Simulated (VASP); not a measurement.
# TaSi2 (P6_222) in VASP: reference runs

Aim: a first look at TaSi2 with PBE, on the cell as given and on a disturbed one.

Program: VASP 6.6.1. These are calculated values, not measurements. Logs are shortened: lines on timing, memory, paths and dates and some standing lists are left out, and cuts for length are marked.

**1. Starting point**

The structure is hexagonal, space group P6_222 (No. 180). Conventional cell: a = 4.780 Å, b = 4.780 Å, c = 6.564 Å, α = 90.00°, β = 90.00°, γ = 120.00°. Around Ta (site symmetry 222) lie 10 Si at 2.59 to 2.76 Å. Si (site symmetry 2) is surrounded by 5 Si at 2.59 to 2.76 Å and 5 Ta at 2.59 to 2.76 Å.

**2. Single point, PBE**

Input file INCAR:

```
SYSTEM = TaSi2
PREC = Accurate ; ENCUT = 520
EDIFF = 1E-7 ; ISMEAR = -1
SIGMA = 0.05 ; LREAL = .FALSE.
LASPH = .TRUE. ; NELM = 100
ALGO = Normal ; ISIF = 2
LWAVE = .FALSE. ; LCHARG = .FALSE.
GGA = PE ; NBANDS = 38
```

Input file KPOINTS:

```
Automatic mesh
0
G
  7 7 4
  0 0 0
```

Input file POSCAR:

```
TaSi2
1.0
    4.7800000000      0.0000000000      0.0000000000
   -2.3900000000      4.1396014301      0.0000000000
    0.0000000000      0.0000000000      6.5640000000
Ta Si
3 6
Direct
    0.0000000000      0.5000000000      0.1666666667
    0.5000000000      0.5000000000      0.8333333333
    0.5000000000      0.0000000000      0.5000000000
    0.3333000000      0.1666500000      0.1666666667
    0.1666500000      0.8333500000      0.8333333333
    0.8333500000      0.6667000000      0.5000000000
    0.6667000000      0.8333500000      0.1666666667
    0.8333500000      0.1666500000      0.8333333333
    0.1666500000      0.3333000000      0.5000000000
```

Potentials or basis: VASP PAW PBE potentials, release 64 (Ta_pv, Si).

On the command line:

```console
cat potpaw_PBE.64/Ta_pv/POTCAR potpaw_PBE.64/Si/POTCAR > POTCAR
mpirun -np 1 vasp_std > vasp.out
```

OUTCAR:

```text
SYSTEM = TaSi2
   PREC = Accurate
   ENCUT = 520
   EDIFF = 1E-7
   ISMEAR = -1
   LREAL = .FALSE.
   LASPH = .TRUE.
   NELM = 100
   ISIF = 2
   GGA = PE

 ion  position               nearest neighbor table
   1  0.000  0.500  0.167-   6 2.59   9 2.59   8 2.59   5 2.59   4 2.76   7 2.76   4 2.76   7 2.76
                             7 2.76   4 2.76   3 3.24   3 3.24   2 3.24   2 3.24
   2  0.500  0.500  0.833-   6 2.59   9 2.59   7 2.59   4 2.59   5 2.76   8 2.76   5 2.76   8 2.76
                             8 2.76   5 2.76   3 3.24   3 3.24   1 3.24   1 3.24
   3  0.500  0.000  0.500-   4 2.59   7 2.59   5 2.59   8 2.59   9 2.76   6 2.76   9 2.76   6 2.76
                             9 2.76   6 2.76   2 3.24   1 3.24   2 3.24   1 3.24
   4  0.333  0.167  0.167-   9 2.59   5 2.59   3 2.59   2 2.59   7 2.76   1 2.76   1 2.76   1 2.76
                             7 2.76   7 2.76
   5  0.167  0.833  0.833-   6 2.59   4 2.59   3 2.59   1 2.59   8 2.76   2 2.76   2 2.76   2 2.76
                             8 2.76   8 2.76
   6  0.833  0.667  0.500-   5 2.59   7 2.59   1 2.59   2 2.59   9 2.76   3 2.76   3 2.76   3 2.76
                             9 2.76   9 2.76
   7  0.667  0.833  0.167-   6 2.59   8 2.59   3 2.59   2 2.59   4 2.76   1 2.76   1 2.76   1 2.76
                             4 2.76   4 2.76
   8  0.833  0.167  0.833-   9 2.59   7 2.59   3 2.59   1 2.59   5 2.76   2 2.76   2 2.76   2 2.76
                             5 2.76   5 2.76
   9  0.167  0.333  0.500-   8 2.59   4 2.59   1 2.59   2 2.59   6 2.76   3 2.76   3 2.76   3 2.76
                             6 2.76   6 2.76

  LATTYP: Found a hexagonal cell.
 ALAT       =     4.7800000000
 C/A-ratio  =     1.3732217573

  Lattice vectors:

 A1 = (   4.7800000000,   0.0000000000,   0.0000000000)
 A2 = (  -2.3900000000,   4.1396014301,   0.0000000000)
 A3 = (   0.0000000000,   0.0000000000,   6.5640000000)

Analysis of symmetry for initial positions (statically):
=====================================================================
 Subroutine PRICEL returns:
 Original cell was already a primitive cell.

 Routine SETGRP: Setting up the symmetry group for a
 hexagonal supercell.

 Subroutine GETGRP returns: Found 12 space group operations
 (whereof  4 operations were pure point group operations)
 out of a pool of 24 trial point group operations.

The static configuration has the point symmetry D_2 .
 The point group associated with its full space group is D_6 .

Analysis of symmetry for dynamics (positions and initial velocities):
=====================================================================
 Subroutine PRICEL returns:
 Original cell was already a primitive cell.

 Routine SETGRP: Setting up the symmetry group for a
 hexagonal supercell.

 Subroutine GETGRP returns: Found 12 space group operations
 (whereof  4 operations were pure point group operations)
 out of a pool of 24 trial point group operations.

The dynamic configuration has the point symmetry D_2 .
 The point group associated with its full space group is D_6 .

 Subroutine INISYM returns: Found 12 space group operations
 (whereof  4 operations are pure point group operations),
 and found     1 'primitive' translations

----------------------------------------------------------------------------------------

                                     Primitive cell

  volume of cell :     129.8838

  direct lattice vectors                    reciprocal lattice vectors
     4.780000000  0.000000000  0.000000000     0.209205021  0.120784575  0.000000000
    -2.390000000  4.139601430  0.000000000     0.000000000  0.241569150  0.000000000
     0.000000000  0.000000000  6.564000000     0.000000000  0.000000000  0.152346130

  length of vectors
     4.780000000  4.780000000  6.564000000     0.241569150  0.241569150  0.152346130

  position of ions in fractional coordinates (direct lattice)
     0.000000000  0.500000000  0.166666667
     0.500000000  0.500000000  0.833333333
     0.500000000  0.000000000  0.500000000
     0.333300000  0.166650000  0.166666667
     0.166650000  0.833350000  0.833333333
     0.833350000  0.666700000  0.500000000
     0.666700000  0.833350000  0.166666667
     0.833350000  0.166650000  0.833333333
     0.166650000  0.333300000  0.500000000

  ion indices of the primitive-cell ions
   primitive index   ion index
                 1           1
                 2           2
                 3           3
                 4           4
                 5           5
                 6           6
                 7           7
                 8           8
                 9           9

----------------------------------------------------------------------------------------

 KPOINTS: Automatic mesh

Automatic generation of k-mesh.
 Grid dimensions read from file:
 generate k-points for:    7    7    4

 Generating k-lattice:

  Cartesian coordinates                     Fractional coordinates (reciprocal lattice)
     0.029886432  0.017254939  0.000000000     0.142857143  0.000000000  0.000000000
     0.000000000  0.034509879  0.000000000     0.000000000  0.142857143  0.000000000
     0.000000000  0.000000000  0.038086533     0.000000000  0.000000000  0.250000000

  Length of vectors
     0.034509879  0.034509879  0.038086533

  Shift w.r.t. Gamma in fractional coordinates (k-lattice)
     0.000000000  0.000000000  0.000000000

 Subroutine IBZKPT returns following result:
 ===========================================

 Found     24 irreducible k-points:

 Following reciprocal coordinates:
            Coordinates               Weight
  0.000000  0.000000  0.000000      1.000000
  0.142857 -0.000000  0.000000      6.000000
  0.285714  0.000000  0.000000      6.000000
  0.428571 -0.000000  0.000000      6.000000
  0.142857  0.142857  0.000000      6.000000
  0.285714  0.142857  0.000000     12.000000
[... 16 lines left out ...]
  0.428571  0.142857  0.500000      6.000000
  0.285714  0.285714  0.500000      6.000000
   k-points           NKPTS =     24   k-points in BZ     NKDIM =     24   number of bands    NBANDS=     38
   number of dos      NEDOS =    301   number of ions     NIONS =      9
   total plane-waves  NPLWV =  64800
   dimension x,y,z NGX =    36 NGY =   36 NGZ =   50
   dimension x,y,z NGXF=    72 NGYF=   72 NGZF=  100
   ions per type =               3   6
   NGX,Y,Z   is equivalent  to a cutoff of  12.52, 12.52, 12.66 a.u.
   NGXF,Y,Z  is equivalent  to a cutoff of  25.04, 25.04, 25.33 a.u.
 SYSTEM =  TaSi2
   PREC   = accura    normal or accurate (medium, high low for compatibility)
   ISTART =      0    job   : 0-new  1-cont  2-samecut
   ICHARG =      2    charge: 1-file 2-atom 10-const
   ISPIN  =      1    spin polarized calculation?
   LNONCOLLINEAR =      F non collinear calculations
   LSORBIT =      F    spin-orbit coupling
   LASPH  =      T    aspherical Exc in radial PAW
   ENCUT  =  520.0 eV  38.22 Ry    6.18 a.u.   8.89  8.89 12.20*2*pi/ulx,y,z
   NELM   =    100;   NELMIN=  2; NELMDL= -5     # of ELM steps
   EDIFF  = 0.1E-06   stopping-criterion for ELM
   LREAL  =      F    real-space projection
   EDIFFG = 0.1E-05   stopping-criterion for IOM
   NSW    =      0    number of steps for IOM
   IBRION =     -1    ionic relax: 0-MD 1-quasi-New 2-CG
   NFREE  =      0    steps in history (QN), initial steepest desc. (CG)
   ISIF   =      2    stress and relaxation
   ISYM   =      2    0-nonsym 1-usesym 2-fastsym
   POTIM  = 0.5000    time-step for ionic-motion
   TEBEG  =    0.0;   TEEND  =   0.0 temperature during run
   PSTRESS=    0.0 pullay stress
   NELECT =      57.0000    total number of electrons
   NUPDOWN=      -1.0000    fix difference up-down
   EMIN   =  10.00;   EMAX   =-10.00  energy-range for DOS
   EFERMI =   0.00;   METHOD = LEGACY
   ISMEAR =    -1;   SIGMA  =   0.05  broadening in eV -4-tet -1-fermi 0-gaus
   EFERMI_NEDOS =   21; number of points for ismear=-14 and -15
   IALGO  =     38    algorithm
   IMIX   =      4    mixing-type and parameters
     AMIX     =   0.40;   BMIX     =  1.00
     AMIX_MAG =   1.60;   BMIX_MAG =  1.00
  volume/ion in A,a.u.               =      14.43        97.39
  Fermi-wavevector in a.u.,A,eV,Ry     =   1.244079  2.350969 21.058195  1.547734
  Thomas-Fermi vector in A             =   2.378362
   LORBIT       =      0    0 simple, 1 ext, 2 COOP (PROOUT), +10 PAW based schemes
   GGA     = PE    functional components
   LHFCALC =     F    Hartree Fock is set to
   AEXX    =    0.0000 exact exchange contribution
   IVDW    =     0    specifies the selected vdW correction
   LEPSILON=     F    determine dielectric tensor
   LRPA    =     F    only Hartree local field effects (RPA)
 non-spin polarized calculation
  energy-cutoff  :      520.00
  volume of cell :      129.88
 maximum number of plane-waves:      3523
 NGX is ok and might be reduce to    36
   NGX = 17   NGY = 17   NGZ = 25

 number of electron      57.0000001 magnetization

 Free energy of the ion-electron system (eV)
  ---------------------------------------------------
  ext. energy  EPLUGINS =         0.00000000
  ---------------------------------------------------
  free energy    TOTEN  =       -72.10681536 eV

  energy without entropy =      -72.07312154  energy(sigma->0) =      -72.08996845

 E-fermi :   9.4012     XC(G=0): -12.0875

 val. band max:        9.3312997041   @ k =   0.4286  -0.0000   0.0000
 cond. band min:       9.4034665096   @ k =   0.2857   0.2857   0.2500
 fundamental gap:      0.0721668055
 Fermi energy:         9.4012393743

 k-point     1 :       0.0000    0.0000    0.0000
  band No.  band energies     occupation
      1     -24.9832      2.00000
      2     -24.9812      2.00000
      3     -24.9812      2.00000
      4     -24.8784      2.00000
      5     -24.8784      2.00000
      6     -24.8162      2.00000
[... 30 lines left out ...]
     37      13.3967      0.00000
     38      13.5276      0.00000
[... 941 lines left out ...]
     37      12.8795      0.00000
     38      13.1440      0.00000

------------------------ aborting loop because EDIFF is reached ----------------------------------------

  FORCE on cell =-STRESS in cart. coord.  units (eV):
  Direction    XX          YY          ZZ          XY          YZ          ZX
  --------------------------------------------------------------------------------------
  -------------------------------------------------------------------------------------
  Total        2.1479327      2.1479327      4.5022911     -0.0000000      0.0000000      0.0000000
  in kB       26.4957523     26.4957523     55.5378619     -0.0000000      0.0000000      0.0000000
  external PRESSURE =      36.1764555 kB  Pullay stress =       0.0000000 kB

 VOLUME and BASIS-vectors are now :
 -----------------------------------------------------------------------------
  energy-cutoff  :      520.00
  volume of cell :      129.88
      direct lattice vectors                 reciprocal lattice vectors
     4.780000000  0.000000000  0.000000000     0.209205021  0.120784575  0.000000000
    -2.390000000  4.139601430  0.000000000     0.000000000  0.241569150  0.000000000
     0.000000000  0.000000000  6.564000000     0.000000000  0.000000000  0.152346130

 POSITION                                       TOTAL-FORCE (eV/Angst)
 -----------------------------------------------------------------------------------
     -1.19500      2.06980      1.09400         0.000000     -0.000000      0.000000
      1.19500      2.06980      5.47000         0.000000     -0.000000     -0.000000
      2.39000      0.00000      3.28200         0.000000     -0.000000      0.000000
      1.19488      0.68986      1.09400        -0.683836     -0.394813      0.000000
     -1.19512      3.44974      5.47000        -0.683836      0.394813      0.000000
      2.39000      2.75987      3.28200         0.000000      0.789625      0.000000
      1.19512      3.44974      1.09400         0.683836      0.394813      0.000000
      3.58512      0.68986      5.47000         0.683836     -0.394813      0.000000
     -0.00000      1.37973      3.28200        -0.000000     -0.789625      0.000000
 -----------------------------------------------------------------------------------
    total drift:                                0.000000      0.000000      0.000000

  FREE ENERGIE OF THE ION-ELECTRON SYSTEM (eV)
  ---------------------------------------------------
  free  energy   TOTEN  =       -72.1068153553 eV

  energy  without entropy=      -72.0731215418  energy(sigma->0) =      -72.08996845
```

Wall time 72 s (1 thread of Intel Xeon Platinum 8488C (Sapphire Rapids), shared host); peak memory 0.29 GiB.

Results:

* Free energy: -72.1068 eV
* Pressure: 3.6 GPa
* Largest force: 0.790 eV/Å
* Band gap on the k mesh: none (metal or under the smearing width)

Forces in eV/Å, atoms in the order of the input:
```
Ta   0.000  0.000  0.000
Ta   0.000  0.000  0.000
Ta   0.000  0.000  0.000
Si  -0.684 -0.395  0.000
Si  -0.684  0.395  0.000
Si   0.000  0.790  0.000
Si   0.684  0.395  0.000
Si   0.684 -0.395  0.000
Si   0.000 -0.790  0.000
```

Caveat: the cell's inner coordinates are idealised or old, which leaves forces on the atoms. Spin-orbit coupling is left out, which matters for the levels of Ta.

**3. Single point, PBE (atoms moved at random, drawn with an rms of 0.05 Å)**

Input file INCAR:

```
SYSTEM = TaSi2
ALGO = Normal ; EDIFF = 1E-7
ENCUT = 520 ; GGA = PE
ISIF = 2 ; ISMEAR = -1
LASPH = .True. ; LCHARG = .True.
LELF = .True. ; LREAL = .False.
LVHAR = .True. ; LWAVE = .False.
NBANDS = 38 ; NELM = 60
PREC = Accurate ; SIGMA = 0.05
```

Input file KPOINTS:

```
k-points
0
Gamma
  7 7 4
  0 0 0
```

Input file POSCAR:

```
TaSi2
1.0
    4.7800000000      0.0000000000      0.0000000000
   -2.3900000000      4.1396014301      0.0000000000
    0.0000000000      0.0000000000      6.5640000000
Ta Si
3 6
Direct
   -0.0005910000      0.4989600000      0.1658540000
    0.4904180000      0.5013370000      0.8301000000
    0.5090980000     -0.0047010000      0.5002570000
    0.3490050000      0.1761270000      0.1680730000
    0.1748700000      0.8373910000      0.8370380000
    0.8239580000      0.6549860000      0.4977260000
    0.6574160000      0.8280550000      0.1732030000
    0.8408000000      0.1612000000      0.8314000000
    0.1613240000      0.3286590000      0.4961040000
```

Potentials or basis: VASP PAW PBE potentials, release 64 (Ta_pv, Si).

On the command line:

```console
cat potpaw_PBE.64/Ta_pv/POTCAR potpaw_PBE.64/Si/POTCAR > POTCAR
mpirun -np 1 vasp_std > vasp.out
```

Wall time 4.9 min (1 thread of Intel Xeon Platinum 8488C (Sapphire Rapids), shared host); peak memory 0.5 GiB.

Results (log left out):

```
Free energy            : -71.8982 eV
Pressure               : 4.3 GPa
Largest force          : 1.414 eV/Å
Band gap on the k mesh : none (metal or under the smearing width)
```

Forces in eV/Å, atoms in the order of the input:
```
Ta   0.200  0.000 -0.119
Ta   0.970 -0.018  0.365
Ta  -1.208  0.014  0.255
Si  -1.018 -0.693 -0.055
Si  -1.045  0.350 -0.277
Si   0.348  1.031  0.215
Si   1.120  0.378 -0.775
Si   0.400 -0.233  0.271
Si   0.233 -0.829  0.120
```

Stress tensor (GPa, compression positive):
```
 3.66 -0.12 -0.26
-0.12  3.03  0.19
-0.26  0.19  6.32
```

Levels at points of the mesh, in eV from the Fermi level:
```
           k point  band 26  band 27  band 28  band 29  band 30  band 31  band 32  band 33
(0.00, 0.00, 0.00)    -2.26    -2.23    -2.15    -1.84     0.51     3.06     3.12     3.32
(0.00, 0.00, 0.50)    -2.14    -2.01    -1.59     0.99     1.03     2.73     2.85     3.05
```

Caveat: the cell's inner coordinates are idealised or old, which leaves forces on the atoms.
